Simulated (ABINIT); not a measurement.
The system is ZrS2.

```
Zr S
1.0
     3.69138    0.00000    0.00000
    -1.84569    3.19683    0.00000
     0.00000    0.00000    6.04108
Zr S
1 2
Cartesian
  0.0000 0.0000 0.0000
  0.0000 2.1312 1.4372
  1.8457 1.0656 4.6038
```

The cell is a database's computed one.

Base run:

```yaml
Program: ABINIT 10.8.3 (patched build)
Functional: PBEsol
Potentials_or_basis: JTH PAW PBE v2.0
Cutoff: 544 eV
k_mesh: 8 × 8 × 5
Occupations: fermi-dirac, width 0.05 eV
Spin: no spin polarisation
Hubbard_terms: Zr d U = 6 eV
```

Its results: band gap on the k mesh 1.44 eV, indirect (least direct gap 2.13 eV); pressure 0.9 GPa; largest force 0.205 eV/Å.

The run is repeated on the same cell with these changes: hubbard terms from Zr d U = 6 eV to Zr d U = 4 eV. What comes out?

Band gap on the k mesh 1.29 eV, indirect (least direct gap 1.96 eV); pressure -0.3 GPa; largest force 0.082 eV/Å.

Caveats: the PAW data sets were made with another functional, which shifts forces and pressure a little; an odd mesh through Γ misses points on the zone boundary, where band edges often lie; this functional lacks dispersion, which binds the layers, so the pressure and a relaxed spacing across them are unreliable.
